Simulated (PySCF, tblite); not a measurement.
Compound: acetic acid, C2H4O2.
Numbering: `[CH3:1][C:2](=[O:3])[OH:4]` (hydrogens: H5, H6, H7 on C1; H8 on O4)

Computed geometry: GFN2-xTB, gas phase.

(1) What internal coordinates does the optimisation give?

## Answers

(1) 
```
               bond  length (Å)   order
              C1–C2       1.501  single
              C2=O3       1.200  double
              C2–O4       1.341  single
C1–H5, C1–H6, C1–H7       1.087  single
              O4–H8       0.970  single
```

Bonds in one row agree within 0.01 Å and their mean is given. Orders are formal, as drawn. A selection of angles:
```
   angle  degrees
C2–C1–H5    109.2
H5–C1–H6    110.2
H5–C1–H7    108.2
C1–C2–O3    126.0
C1–C2–O4    111.6
O3–C2–O4    122.4
C2–O4–H8    110.5
```

Dihedral angles: H8–O4–C2–C1 180° (antiperiplanar).

The 4 heavy atoms lie in one plane (0.000 Å rms). The C–O distances run from 1.200 Å (C2=O3, drawn double) to 1.341 Å (C2–O4, drawn single), a spread of 0.141 Å.

Point group: Cs (tolerance 0.08 Å). Its GFN2-xTB frequencies are all real (lowest 36 cm⁻¹). One conformer, not necessarily the lowest (C1–C2–O4–H 180°).
